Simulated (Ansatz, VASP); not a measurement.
Two plane-wave programs on InP

```xyz
2
Lattice="0.0000 2.9800 2.9800 2.9800 0.0000 2.9800 2.9800 2.9800 0.0000" Properties=species:S:1:pos:R:3 pbc="T T T"
In    0.0000    0.0000    0.0000
P     1.4900    1.4900    1.4900
```

Alike in both runs: functional PBE; k mesh 10 × 10 × 10; occupations gaussian, width 0.02 eV; no spin polarisation.

Ansatz relaxed the structure, and its values are those at the end. VASP's run is a single point on that final structure, the one shown.

|  | VASP | Ansatz |
| --- | --- | --- |
| version | VASP 6.6.1 | Ansatz 0.2.0 |
| potentials or method | VASP PAW PBE potentials, release 64 (In_d, P) | scalar-relativistic, plane waves, PAW |
| plane-wave cutoff (eV) | 520 | 420 |
| valence electrons in the cell | 18 | 18 |

|  | VASP | Ansatz | Ansatz less VASP |
| --- | --- | --- | --- |
| gap on the k mesh at the Fermi level (eV) | 0.44 | 0.44 | +0.003 |
| least direct gap on the mesh (eV) | 0.44 | 0.44 | +0.003 |
| pressure (GPa) | -0.1 | 0.0 | +0.09 |

Caveats: spin-orbit coupling is left out, which moves the levels of the heavy elements. A hybrid or GW would open this gap; PBE tends to underestimate it.
